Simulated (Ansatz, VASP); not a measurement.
# AlN: VASP beside Ansatz

Contents of INCAR:

```
SYSTEM = AlN
ALGO = Normal
EDIFF = 1E-6
ENCUT = 520
GGA = PS
ISIF = 2
ISMEAR = 0
LASPH = .True.
LCHARG = .False.
LREAL = .False.
LWAVE = .False.
NBANDS = 11
NELM = 100
PREC = Accurate
SIGMA = 0.02
```

The input KPOINTS:

```
k-points
0
Gamma
  10 10 10
  0 0 0
```

Contents of POSCAR:

```
AlN
1.0
   -0.1747194848      2.1975124797      2.1975124797
    2.0227929950      0.0000000000      2.0227929950
    2.0227929950      2.0227929950      0.0000000000
Al N
1 1
Direct
   -0.0396532948      0.0132177649      0.0132177649
    0.7896532948      0.7367822351      0.7367822351
```

Input for Ansatz:

```yaml
crystal:
  lattice:
    - [-0.1747194848, 2.1975124797, 2.1975124797]
    - [2.022792995, 0.0, 2.022792995]
    - [2.022792995, 2.022792995, 0.0]
  atoms:
    - { symbol: Al, position: [-0.0396532948, 0.0132177649, 0.0132177649] }
    - { symbol: "N", position: [0.7896532948, 0.7367822351, 0.7367822351] }
basis:
  ecutwfc: 420
kpoints:
  mp_grid: { grid: [10, 10, 10] }
hamiltonian:
  xc: pbesol
scf:
  occupations: { method: gaussian, width: 0.02 }
output:
  forces: true
  stress: true
  eigenvalues: true
  populations: true
```

Alike in both runs: task single point; functional PBEsol; k mesh 10 × 10 × 10; occupations gaussian, width 0.02 eV; no spin polarisation.

```csv
,VASP,Ansatz
version,VASP 6.6.1,Ansatz 0.2.0
potentials or method,"VASP PAW PBE potentials, release 64 (Al, N)","scalar-relativistic, plane waves, PAW"
plane-wave cutoff (eV),520,420
valence electrons in the cell,8,8
```

|  | VASP | Ansatz | Ansatz less VASP |
| --- | --- | --- | --- |
| gap on the k mesh at the Fermi level (eV) | 3.34 | 3.35 | +0.014 |
| least direct gap on the mesh (eV) | 4.55 | 4.54 | -0.013 |
| pressure (GPa) | 51.0 | 50.1 | -0.83 |
| largest component of the traceless stress (GPa) | 29.07 | 28.56 | -0.514 |
| rms of the force components (eV/Å) | 1.720 | 1.694 | -0.0255 |

Atom by atom the forces differ by 0.025 eV/Å (rms over components).

Caveats: so large a pressure means that the cell lies far from this level's equilibrium, or that cutoff or potentials fall short (VASP); the potentials were made for another functional, which shifts forces and pressure (VASP). A k mesh can miss the band edges.
